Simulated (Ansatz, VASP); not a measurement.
One calculation of BaH4, two programs

INCAR

```
SYSTEM = BaH4
PREC     = Accurate       ! precision mode
ENCUT    = 520            ! plane-wave cutoff, eV
EDIFF    = 1E-7           ! SCF threshold, eV
ISMEAR   = -1             ! smearing method
SIGMA    = 0.05           ! smearing width, eV
LREAL    = .FALSE.        ! projectors in reciprocal space
LASPH    = .TRUE.         ! aspherical terms in the spheres
NELM     = 60             ! most SCF steps
ALGO     = Normal         ! electronic algorithm
ISIF     = 2              ! what is computed and relaxed
LWAVE    = .FALSE.        ! write WAVECAR
LCHARG   = .FALSE.        ! write CHGCAR
NBANDS   = 15             ! bands
```

The input KPOINTS:

```
regular mesh
0
G
  5 5 5
  0 0 0
```

POSCAR

```
BaH4
1.0
    2.2908200000      1.3226000000      3.5362500000
   -2.2908200000      1.3226000000      3.5362500000
    0.0000000000     -2.6452100000      3.5362500000
Ba H
1 4
Direct
    0.0000000000      0.0000000000      0.0000000000
    0.7408700000      0.7408700000      0.7408700000
    0.2591300000      0.2591300000      0.2591300000
    0.4636900000      0.4636900000      0.4636900000
    0.5363100000      0.5363100000      0.5363100000
```

File input.yaml:

```yaml
crystal:
  lattice:
    - [2.29082, 1.3226, 3.53625]
    - [-2.29082, 1.3226, 3.53625]
    - [0.0, -2.64521, 3.53625]
  atoms:
    - { symbol: Ba, position: [0.0, 0.0, 0.0] }
    - { symbol: H, position: [0.74087, 0.74087, 0.74087] }
    - { symbol: H, position: [0.25913, 0.25913, 0.25913] }
    - { symbol: H, position: [0.46369, 0.46369, 0.46369] }
    - { symbol: H, position: [0.53631, 0.53631, 0.53631] }
hamiltonian:
  xc: lda
  pseudopotentials: { kind: paw }
kpoints:
  mp_grid: { grid: [5, 5, 5] }
  band_path:
    path:
      - [[0.0, 0.0, 0.0], [0.5, 0.0, 0.0], [0.5, 0.2599238199, -0.2599238199]]
      - [[0.7400761801, 0.5, 0.2599238199], [0.5, 0.5, 0.5], [0.0, 0.0, 0.0], [0.37996191, 0.0, -0.37996191]]
      - [[0.62003809, 0.37996191, 0.0], [0.5, 0.5, 0.0], [0.62003809, 0.62003809, 0.2599238199], [0.5, 0.5, 0.5]]
      - [[0.5, 0.0, 0.0], [0.7400761801, 0.37996191, 0.37996191]]
    npoints: 14
scf:
  occupations: { method: fermi_dirac, width: 0.05 }
  n_extra_bands: 12
output:
  forces: true
  stress: true
  eigenvalues: true
  fatbands: false
```

The cell was built by a generator and needn't be a form met in nature.

Alike in both runs: functional LDA; k mesh 5 × 5 × 5; occupations fermi-dirac, width 0.05 eV; no spin polarisation.

|  | VASP | Ansatz |
| --- | --- | --- |
| version | VASP 6.6.1 | Ansatz 0.2.0 |
| potentials or method | VASP PAW LDA potentials, release 64 (Ba_sv, H) | Ansatz PAW |
| plane-wave cutoff (eV) | 520 | 420 |
| valence electrons in the cell | 14 | 14 |
| task | single point | band structure |

```tsv
	VASP	Ansatz	Ansatz less VASP
gap on the k mesh at the Fermi level (eV)	2.27	2.44	+0.167
least direct gap on the mesh (eV)	2.81	2.89	+0.078
pressure (GPa)	-2.3	-2.7	-0.43
largest component of the traceless stress (GPa)	0.99	1.00	+0.011
rms of the force components (eV/Å)	0.282	0.282	-0.0004
```

Atom by atom the forces differ by 0.001 eV/Å (rms over components).

Caveats: spin-orbit coupling is left out, which moves the levels of the heavy elements; an odd mesh through Γ misses points on the zone boundary, where band edges often lie (VASP); the k mesh misses the band edges, so the gap on the mesh is wider than the one along the path (Ansatz); the PAW data sets come from PBE, with cores solved anew for the run's functional, which leaves a small shift of forces and pressure (Ansatz).
